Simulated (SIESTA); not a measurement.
Here is a SIESTA 5.4.2 calculation.

Contents of run.py:

```python
from ase.io import read
from ase.calculators.siesta import Siesta
from ase.units import Ry, GPa

atoms = read("Sb.cif")

fdf = {
    'SCFMustConverge': False,
    'OccupationFunction': 'FD',
    'ElectronicTemperature': '0.05 eV',
    'MaxSCFIterations': '120',
    'SCF.Mixer.Method': 'Pulay',
    'SCF.Mixer.Weight': '0.25',
    'SCF.Mixer.History': '8',
    'SCF.DM.Tolerance': '5.0e-05',
    'SCF.H.Tolerance': '1.0e-03 eV',
    'WriteForces': 'true',
    'Charge.Mulliken': 'end',
    'PAO.Basis': ['Sb.1 4', 'n=5 0 2', '  5.972 0.000', 'n=5 1 2', '  7.827 0.000', 'n=4 2 2', '  3.490 0.000', 'n=5 2 1', '  7.827'],
}
calc = Siesta(
    label="Sb",
    command="siesta < PREFIX.fdf > PREFIX.out",
    pseudo_path="pseudos",
    pseudo_qualifier="",
    xc=('LDA', 'PW92'),
    basis_set="DZP",
    mesh_cutoff=500 * Ry,
    energy_shift=0.003 * Ry,
    kpts=[9, 9, 5],
    spin="non-polarized",
    fdf_arguments=fdf,
)
atoms.calc = calc

print(f"energy = {atoms.get_potential_energy():.6f} eV")
free = atoms.get_potential_energy(force_consistent=True)
print(f"free energy = {free:.6f} eV")
print("forces (eV/A):")
print(atoms.get_forces(apply_constraint=False).round(6))
print("stress (GPa, Voigt order, tension positive):", (atoms.get_stress() / GPa).round(4))
```

File Sb.cif:

```cif
data_Sb
_cell_length_a 3.35453242
_cell_length_b 3.35453242
_cell_length_c 5.47016065
_cell_angle_alpha 90.00000000
_cell_angle_beta 90.00000000
_cell_angle_gamma 120.00000000
_space_group_name_H-M_alt 'P1'
_space_group_name_Hall 'P 1'
_space_group_IT_number 1
loop_
_space_group_symop_operation_xyz
'x,y,z'
loop_
_atom_site_label
_atom_site_type_symbol
_atom_site_symmetry_multiplicity
_atom_site_Wyckoff_symbol
_atom_site_fract_x
_atom_site_fract_y
_atom_site_fract_z
_atom_site_occupancy
Sb1 Sb 1 a 0.6666666667 0.3333333333 0.7500000000 1
Sb2 Sb 1 a 0.3333333333 0.6666666667 0.2500000000 1
```

Potentials or basis: PseudoDojo 0.4 standard (LDA files), DZP (energy shift 0.003 Ry; two zetas on semicore shells).

Launch:

```bash
$ python run.py
```

Q: Estimate the pressure.

A: -0.9 GPa.

Q: Estimate the band gap on the k mesh.

A: None (metal or under the smearing width).

Stress tensor (GPa, compression positive):
```
-0.78  0.00  0.00
 0.00 -0.78  0.00
 0.00  0.00 -1.20
```

Caveat: the basis of atomic orbitals isn't converged, which shifts pressures, moduli and gaps. The run has no spin-orbit coupling, so splittings on Sb are missing.
